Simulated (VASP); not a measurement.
Ru: relaxation of cell and atoms with revPBE+dDsC

Crystal: Ru.

```
Ru
1.0
     2.83484    0.00000    0.00000
    -1.41742    2.45504    0.00000
     0.00000    0.00000    4.48610
Ru
2
Direct
  0.66667 0.33333 0.75000
  0.33333 0.66667 0.25000
```

The cell isn't the ideal one: volume scaled by 1.15.

```json
{"Program": "VASP 6.6.1", "Task": "relaxation of cell and atoms", "Functional": "revPBE", "Dispersion": "dDsC", "Potentials or basis": "VASP PAW PBE potentials, release 64 (Ru_pv)", "Cutoff": "600 eV", "k mesh": "11 × 11 × 6", "Occupations": "gaussian, width 0.01 eV", "Spin": "no spin polarisation", "Further INCAR settings": "ALGO = Fast; EDIFF = 1e-07; IBRION = 2; EDIFFG = -0.01; NSW = 40; ISIF = 3"}
```

The relaxed volume is 13.50 Å³/atom, the relaxed cell is a = 2.698 Å, b = 2.698 Å, c = 4.282 Å, α = 90.00°, β = 90.00°, γ = 120.00° and the space group after relaxing (to 0.05 Å) is P6_3/mmc (No. 194). The energy gained by relaxing is 181.4 meV/atom, the ionic steps are 13 and the pressure after relaxing is 0.0 GPa. The band gap on the k mesh is none (metal or under the smearing width) and the dispersion energy per atom is -0.697 eV.

Stress tensor (GPa, compression positive):
```
 0.07  0.00  0.00
 0.00  0.07  0.00
 0.00  0.00 -0.06
```

Step by step:
```csv
step,energy change (eV),largest force (eV/Å),pressure (GPa),volume (Å³)
1,0.0000,0.0000,-34.05,31.22
2,5.8295,0.0000,306.02,18.50
3,-0.3605,0.0000,-12.61,28.16
4,-0.3733,0.0000,-5.91,27.52
5,-0.3618,0.0000,0.23,26.99
6,-0.3650,0.0000,-0.78,27.07
7,-0.3649,0.0000,-0.71,27.07
8,-0.3646,0.0000,-0.54,27.05
9,-0.3632,0.0000,-0.08,27.01
10,-0.3628,0.0000,0.03,27.00
11,-0.3626,0.0000,0.09,27.00
12,-0.3627,0.0000,0.05,27.00
13,-0.3628,0.0000,0.03,27.00
```

Final structure:
```cif
data_structure
_symmetry_space_group_name_H-M 'P 1'
_symmetry_Int_Tables_number 1
_cell_length_a 2.6982
_cell_length_b 2.6982
_cell_length_c 4.2825
_cell_angle_alpha 90.000
_cell_angle_beta 90.000
_cell_angle_gamma 120.000
_cell_volume 27.00
loop_
_atom_site_label
_atom_site_type_symbol
_atom_site_fract_x
_atom_site_fract_y
_atom_site_fract_z
_atom_site_occupancy
Ru1 Ru 0.66667 0.33333 0.75000 1
Ru2 Ru 0.33333 0.66667 0.25000 1
```

Levels at points of the mesh, in eV from the Fermi level:
```csv
k point,band 12,band 13,band 14,band 15,band 16,band 17
"(0.00, 0.00, 0.00)",-1.87,-1.87,-1.32,-1.32,1.25,1.25
"(0.00, 0.00, 0.50)",-2.71,-2.68,-2.68,0.61,0.61,0.61
```

It took 4.4 min on 1 thread of Intel(R) Xeon(R) Platinum 8375C CPU @ 2.90GHz (Ice Lake), on a shared host, peak memory 0.19 GiB.

Caveat: the PAW data sets were made with another functional, which shifts forces and pressure a little; pairwise dispersion overbinds metals, which lowers pressure and volume.
